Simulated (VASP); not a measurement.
# GaSb (F-43m) in VASP: notebook

The runs below take GaSb through single point, with PBE, r2SCAN.

Everything below comes from runs of VASP 6.6.1. Logs are shortened: lines on timing, memory, paths and dates and some standing lists are left out, and cuts for length are marked.

**What was measured.**

A printed reference work, data compilation reports, for a bulk crystal of GaSb at 4.2 K: band gap 0.811 eV (direct).

The results are compared with them further down.

## (1) The cell of the first run

The structure is cubic, space group F-43m (No. 216). Conventional cell: a = 6.342 Å, b = 6.342 Å, c = 6.342 Å, α = 90.00°, β = 90.00°, γ = 90.00°. Within 3.6 Å of Ga (site symmetry -43m) lie 4 Sb at 2.75 Å. Sb (site symmetry -43m) has 4 Ga at 2.75 Å within 3.6 Å.

## (2) Single point, PBE (volume changed by +6%)

The input, INCAR:

```
SYSTEM = GaSb
  ALGO = Normal
  EDIFF = 1E-6
  ENCUT = 520
  GGA = PE
  ISIF = 2
  ISMEAR = -1
  LASPH = .TRUE.
  LCHARG = .TRUE.
  LELF = .TRUE.
  LREAL = .FALSE.
  LVHAR = .TRUE.
  LWAVE = .FALSE.
  NBANDS = 16
  NELM = 60
  PREC = Accurate
  SIGMA = 0.02
```

The input, KPOINTS:

```
k-points
0
G
  6 6 6
  0 0 0
```

The input, POSCAR:

```
GaSb
1.0
    0.0000000000      3.1709002198      3.1709002198
    3.1709002198      0.0000000000      3.1709002198
    3.1709002198      3.1709002198      0.0000000000
Ga Sb
1 1
Direct
    0.0000000000      0.0000000000      0.0000000000
    0.2500000000      0.2500000000      0.2500000000
```

Potentials or basis: VASP PAW PBE potentials, release 64 (Ga_d, Sb).

Started as:

```bash
$ cat potpaw_PBE.64/Ga_d/POTCAR potpaw_PBE.64/Sb/POTCAR > POTCAR
$ mpirun -np 1 vasp_std > vasp.out
```

OUTCAR:

```text
SYSTEM = GaSb
   EDIFF = 1E-6
   ENCUT = 520
   GGA = PE
   ISIF = 2
   ISMEAR = -1
   LASPH = .TRUE.
   LREAL = .FALSE.
   NELM = 60
   PREC = Accurate

 ion  position               nearest neighbor table
   1  0.000  0.000  0.000-   2 2.75   2 2.75   2 2.75   2 2.75
   2  0.250  0.250  0.250-   1 2.75   1 2.75   1 2.75   1 2.75

  LATTYP: Found a face centered cubic cell.
 ALAT       =     6.3418004396

  Lattice vectors:

 A1 = (   0.0000000000,   3.1709002198,   3.1709002198)
 A2 = (   3.1709002198,   0.0000000000,   3.1709002198)
 A3 = (   3.1709002198,   3.1709002198,   0.0000000000)

Analysis of symmetry for initial positions (statically):
=====================================================================
 Subroutine PRICEL returns:
 Original cell was already a primitive cell.

 Routine SETGRP: Setting up the symmetry group for a
 face centered cubic supercell.

 Subroutine GETGRP returns: Found 24 space group operations
 (whereof 24 operations were pure point group operations)
 out of a pool of 48 trial point group operations.

The static configuration has the point symmetry T_d .

Analysis of symmetry for dynamics (positions and initial velocities):
=====================================================================
 Subroutine PRICEL returns:
 Original cell was already a primitive cell.

 Routine SETGRP: Setting up the symmetry group for a
 face centered cubic supercell.

 Subroutine GETGRP returns: Found 24 space group operations
 (whereof 24 operations were pure point group operations)
 out of a pool of 48 trial point group operations.

The dynamic configuration has the point symmetry T_d .

 Subroutine INISYM returns: Found 24 space group operations
 (whereof 24 operations are pure point group operations),
 and found     1 'primitive' translations

----------------------------------------------------------------------------------------

                                     Primitive cell

  volume of cell :      63.7643

  direct lattice vectors                    reciprocal lattice vectors
     0.000000000  3.170900220  3.170900220    -0.157683927  0.157683927  0.157683927
     3.170900220  0.000000000  3.170900220     0.157683927 -0.157683927  0.157683927
     3.170900220  3.170900220  0.000000000     0.157683927  0.157683927 -0.157683927

  length of vectors
     4.484330096  4.484330096  4.484330096     0.273116574  0.273116574  0.273116574

  position of ions in fractional coordinates (direct lattice)
     0.000000000  0.000000000  0.000000000
     0.250000000  0.250000000  0.250000000

  ion indices of the primitive-cell ions
   primitive index   ion index
                 1           1
                 2           2

----------------------------------------------------------------------------------------

 KPOINTS: k-points

Automatic generation of k-mesh.
 Grid dimensions read from file:
 generate k-points for:    6    6    6

 Generating k-lattice:

  Cartesian coordinates                     Fractional coordinates (reciprocal lattice)
    -0.026280655  0.026280655  0.026280655     0.166666667  0.000000000  0.000000000
     0.026280655 -0.026280655  0.026280655     0.000000000  0.166666667  0.000000000
     0.026280655  0.026280655 -0.026280655     0.000000000  0.000000000  0.166666667

  Length of vectors
     0.045519429  0.045519429  0.045519429

  Shift w.r.t. Gamma in fractional coordinates (k-lattice)
     0.000000000  0.000000000  0.000000000

 Subroutine IBZKPT returns following result:
 ===========================================

 Found     16 irreducible k-points:

 Following reciprocal coordinates:
            Coordinates               Weight
  0.000000  0.000000  0.000000      1.000000
  0.166667  0.000000  0.000000      8.000000
  0.333333  0.000000  0.000000      8.000000
  0.500000  0.000000  0.000000      4.000000
  0.166667  0.166667  0.000000      6.000000
  0.333333  0.166667  0.000000     24.000000
[... 8 lines left out ...]
 -0.333333  0.333333  0.166667     24.000000
 -0.333333  0.500000  0.166667     12.000000
   k-points           NKPTS =     16   k-points in BZ     NKDIM =     16   number of bands    NBANDS=     16
   number of dos      NEDOS =    301   number of ions     NIONS =      2
   total plane-waves  NPLWV =  46656
   dimension x,y,z NGX =    36 NGY =   36 NGZ =   36
   dimension x,y,z NGXF=    72 NGYF=   72 NGZF=   72
   ions per type =               1   1
   NGX,Y,Z   is equivalent  to a cutoff of  13.35, 13.35, 13.35 a.u.
   NGXF,Y,Z  is equivalent  to a cutoff of  26.69, 26.69, 26.69 a.u.
 SYSTEM =  GaSb
   PREC   = accura    normal or accurate (medium, high low for compatibility)
   ISTART =      0    job   : 0-new  1-cont  2-samecut
   ICHARG =      2    charge: 1-file 2-atom 10-const
   ISPIN  =      1    spin polarized calculation?
   LNONCOLLINEAR =      F non collinear calculations
   LSORBIT =      F    spin-orbit coupling
   LASPH  =      T    aspherical Exc in radial PAW
   ENCUT  =  520.0 eV  38.22 Ry    6.18 a.u.   8.34  8.34  8.34*2*pi/ulx,y,z
   NELM   =     60;   NELMIN=  2; NELMDL= -5     # of ELM steps
   EDIFF  = 0.1E-05   stopping-criterion for ELM
   LREAL  =      F    real-space projection
   EDIFFG = 0.1E-04   stopping-criterion for IOM
   NSW    =      0    number of steps for IOM
   IBRION =     -1    ionic relax: 0-MD 1-quasi-New 2-CG
   NFREE  =      0    steps in history (QN), initial steepest desc. (CG)
   ISIF   =      2    stress and relaxation
   ISYM   =      2    0-nonsym 1-usesym 2-fastsym
   POTIM  = 0.5000    time-step for ionic-motion
   TEBEG  =    0.0;   TEEND  =   0.0 temperature during run
   PSTRESS=    0.0 pullay stress
   NELECT =      18.0000    total number of electrons
   NUPDOWN=      -1.0000    fix difference up-down
   EMIN   =  10.00;   EMAX   =-10.00  energy-range for DOS
   EFERMI =   0.00;   METHOD = LEGACY
   ISMEAR =    -1;   SIGMA  =   0.02  broadening in eV -4-tet -1-fermi 0-gaus
   EFERMI_NEDOS =   21; number of points for ismear=-14 and -15
   IALGO  =     38    algorithm
   IMIX   =      4    mixing-type and parameters
     AMIX     =   0.40;   BMIX     =  1.00
     AMIX_MAG =   1.60;   BMIX_MAG =  1.00
  volume/ion in A,a.u.               =      31.88       215.15
  Fermi-wavevector in a.u.,A,eV,Ry     =   1.073923  2.029420 15.691740  1.153310
  Thomas-Fermi vector in A             =   2.209736
   LORBIT       =      0    0 simple, 1 ext, 2 COOP (PROOUT), +10 PAW based schemes
   GGA     = PE    functional components
   LHFCALC =     F    Hartree Fock is set to
   AEXX    =    0.0000 exact exchange contribution
   IVDW    =     0    specifies the selected vdW correction
   LEPSILON=     F    determine dielectric tensor
   LRPA    =     F    only Hartree local field effects (RPA)
 non-spin polarized calculation
  energy-cutoff  :      520.00
  volume of cell :       63.76
 maximum number of plane-waves:      1759
 NGX is ok and might be reduce to    36
   NGX = 17   NGY = 17   NGZ = 17

 number of electron      18.0000009 magnetization

 Free energy of the ion-electron system (eV)
  ---------------------------------------------------
  ext. energy  EPLUGINS =         0.00000000
  ---------------------------------------------------
  free energy    TOTEN  =        -7.31691919 eV

  energy without entropy =       -7.31656466  energy(sigma->0) =       -7.31674192

 E-fermi :   3.8541     XC(G=0):  -8.6201

 val. band max:        3.8402562360   @ k =   0.0000   0.0000   0.0000
 cond. band min:       4.0356751463   @ k =   0.5000   0.0000   0.0000
 fundamental gap:      0.1954189103
 Fermi energy:         3.8541052209

 k-point     1 :       0.0000    0.0000    0.0000
  band No.  band energies     occupation
      1     -11.0248      2.00000
      2     -11.0248      2.00000
      3     -11.0248      2.00000
      4     -10.9898      2.00000
      5     -10.9898      2.00000
      6      -6.9386      2.00000
[... 8 lines left out ...]
     15      12.2224      0.00000
     16      12.2224      0.00000

 k-point     2 :       0.1667    0.0000    0.0000
  band No.  band energies     occupation
      1     -11.0292      2.00000
      2     -11.0228      2.00000
      3     -11.0228      2.00000
      4     -10.9899      2.00000
      5     -10.9899      2.00000
      6      -6.6936      2.00000
[... 8 lines left out ...]
     15      11.3631      0.00000
     16      11.3631      0.00000

 k-point     3 :       0.3333    0.0000    0.0000
  band No.  band energies     occupation
      1     -11.0378      2.00000
      2     -11.0192      2.00000
      3     -11.0192      2.00000
      4     -10.9898      2.00000
      5     -10.9898      2.00000
      6      -6.0533      2.00000
[... 8 lines left out ...]
     15      11.7752      0.00000
     16      11.7752      0.00000

 k-point     4 :       0.5000    0.0000    0.0000
  band No.  band energies     occupation
      1     -11.0421      2.00000
      2     -11.0176      2.00000
      3     -11.0176      2.00000
      4     -10.9895      2.00000
      5     -10.9895      2.00000
      6      -5.5743      2.00000
[... 8 lines left out ...]
     15      13.2194      0.00000
     16      13.3597      0.00000
[... 172 lines left out ...]
 k-point    14 :       0.5000    0.3333    0.1667
  band No.  band energies     occupation
      1     -11.0456      2.00000
      2     -11.0152      2.00000
      3     -11.0132      2.00000
      4     -10.9930      2.00000
      5     -10.9886      2.00000
      6      -5.5106      2.00000
[... 8 lines left out ...]
     15      12.4794      0.00000
     16      14.2616      0.00000

 k-point    15 :      -0.3333    0.3333    0.1667
  band No.  band energies     occupation
      1     -11.0477      2.00000
      2     -11.0148      2.00000
      3     -11.0114      2.00000
      4     -10.9926      2.00000
      5     -10.9893      2.00000
      6      -5.0935      2.00000
[... 8 lines left out ...]
     15      13.7808      0.00000
     16      13.9004      0.00000

 k-point    16 :      -0.3333    0.5000    0.1667
  band No.  band energies     occupation
      1     -11.0510      2.00000
      2     -11.0124      2.00000
      3     -11.0092      2.00000
      4     -10.9946      2.00000
      5     -10.9883      2.00000
      6      -4.8744      2.00000
[... 8 lines left out ...]
     15      13.2915      0.00000
     16      14.6681      0.00000

------------------------ aborting loop because EDIFF is reached ----------------------------------------

  FORCE on cell =-STRESS in cart. coord.  units (eV):
  Direction    XX          YY          ZZ          XY          YZ          ZX
  --------------------------------------------------------------------------------------
  -------------------------------------------------------------------------------------
  Total       -0.8926276     -0.8926276     -0.8926276      0.0000000      0.0000000      0.0000000
  in kB      -22.4286513    -22.4286513    -22.4286513      0.0000000      0.0000000      0.0000000
  external PRESSURE =     -22.4286513 kB  Pullay stress =       0.0000000 kB

 VOLUME and BASIS-vectors are now :
 -----------------------------------------------------------------------------
  energy-cutoff  :      520.00
  volume of cell :       63.76
      direct lattice vectors                 reciprocal lattice vectors
     0.000000000  3.170900220  3.170900220    -0.157683927  0.157683927  0.157683927
     3.170900220  0.000000000  3.170900220     0.157683927 -0.157683927  0.157683927
     3.170900220  3.170900220  0.000000000     0.157683927  0.157683927 -0.157683927

 POSITION                                       TOTAL-FORCE (eV/Angst)
 -----------------------------------------------------------------------------------
      0.00000      0.00000      0.00000         0.000000      0.000000      0.000000
      1.58545      1.58545      1.58545        -0.000000     -0.000000     -0.000000
 -----------------------------------------------------------------------------------
    total drift:                                0.000001      0.000001      0.000001

  FREE ENERGIE OF THE ION-ELECTRON SYSTEM (eV)
  ---------------------------------------------------
  free  energy   TOTEN  =        -7.3169191881 eV

  energy  without entropy=       -7.3165646572  energy(sigma->0) =       -7.31674192
```

Wall time 17 s (1 thread of AMD EPYC 9R45 (Zen 5), shared host); peak memory 0.18 GiB.

Results:

- Free energy: -7.3169 eV
- Pressure: -2.2 GPa
- Band gap on the k mesh: zero (filled and empty bands touch)

Caveat: spin-orbit coupling is left out, which moves the levels of the heavy elements.

(Continued in part 2 of 2.)
